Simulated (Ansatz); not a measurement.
Geometry optimisation, DFT PBE, scalar-relativistic, plane waves, PAW (Ansatz 0.2.0).

Input:

```yaml
crystal:
  lattice:
    - [6.32, 0.0, 0.0]
    - [0.0, 6.32, 0.0]
    - [0.0, 0.0, 6.32]
  atoms:
    - { symbol: W, position: [0.0, 0.0, 0.0] }
    - { symbol: W, position: [0.5, 0.0, 0.0] }
    - { symbol: W, position: [0.0, 0.5, 0.0] }
    - { symbol: W, position: [0.0, 0.0, 0.5] }
    - { symbol: W, position: [0.25, 0.25, 0.25] }
    - { symbol: W, position: [0.5, 0.5, 0.0] }
    - { symbol: W, position: [0.5, 0.0, 0.5] }
    - { symbol: W, position: [0.75, 0.25, 0.25] }
    - { symbol: W, position: [0.0, 0.5, 0.5] }
    - { symbol: W, position: [0.25, 0.75, 0.25] }
    - { symbol: W, position: [0.25, 0.25, 0.75] }
    - { symbol: W, position: [0.5, 0.5, 0.5] }
    - { symbol: W, position: [0.75, 0.75, 0.25] }
    - { symbol: W, position: [0.75, 0.25, 0.75] }
    - { symbol: W, position: [0.25, 0.75, 0.75] }
    - { symbol: W, position: [0.75, 0.75, 0.75] }
    - { symbol: C, position: [0.874308, 0.2383379, 0.5066196] }
basis:
  ecutwfc: 420.0
kpoints:
  mp_grid: { grid: [3, 3, 3] }
hamiltonian:
  xc: pbe
  pseudopotentials: { kind: paw, azcp: { folder: soft_1 } }
scf:
  occupations: { method: gaussian, width: 0.05 }
  lower_state_search: "off"
relax:
  f_tol: 0.03
  max_steps: 60
  adjacent_minimum: "off"
output:
  write_density: true
  write_potential: true
  elf: true
  volumetric_format: npy
```

Run as:

```bash
$ ansatz run input.yaml --threads 4 --pin off --max-ram 10240MiB --backend cpu --events-out ev --progress --plain --runs-dir out
```

Problem. Where does it end, and by what steps?

Solution. It converged. The force dipped under the threshold on the way, but the program's further checks kept it going. Limits of this set-up: coarse k mesh, a small cell, in which the defect meets its images, a typed lattice constant that wasn't relaxed here. After 8 steps the energy has fallen by 5.134 eV; C17 moved furthest, 0.74 Å. The start is strongly strained (largest force component 11 eV/Å).

```
step  energy less start (eV)  largest force component (eV/Å)  accepted
   0                  0.0000                          10.522       yes
   1                 -1.3220                           3.090       yes
   2                 -3.2945                           1.268       yes
   3                 -3.5897                           2.407       yes
   4                 -4.2529                           2.787       yes
   5                 -4.9532                           1.278       yes
   6                 -5.1310                           0.200       yes
   7                 -5.1336                           0.029       yes
   8                 -5.1336                           0.029       yes
```

```xyz
17
Lattice="6.3200 0.0000 0.0000 0.0000 6.3200 0.0000 0.0000 0.0000 6.3200" Properties=species:S:1:pos:R:3
W 0.109 -0.067 0.002
W 3.143 -0.066 0.002
W 0.109 3.218 0.002
W 0.030 0.009 3.162
W 1.626 1.575 1.568
W 3.142 3.217 0.002
W 3.222 0.011 3.162
W 4.787 1.576 1.275
W 0.032 3.141 3.162
W 1.627 4.736 1.608
W 1.626 1.575 4.755
W 3.221 3.141 3.162
W 4.785 4.736 1.567
W 4.787 1.575 5.051
W 1.627 4.736 4.716
W 4.785 4.735 4.758
C 4.787 1.576 3.163
```

Whether the end is a true minimum wasn't checked by a vibrational analysis.

The run took 65 s on 4 threads of INTEL(R) XEON(R) PLATINUM 8581C CPU @ 2.10GHz (Emerald Rapids) (shared host), peak memory 1.4 GiB.
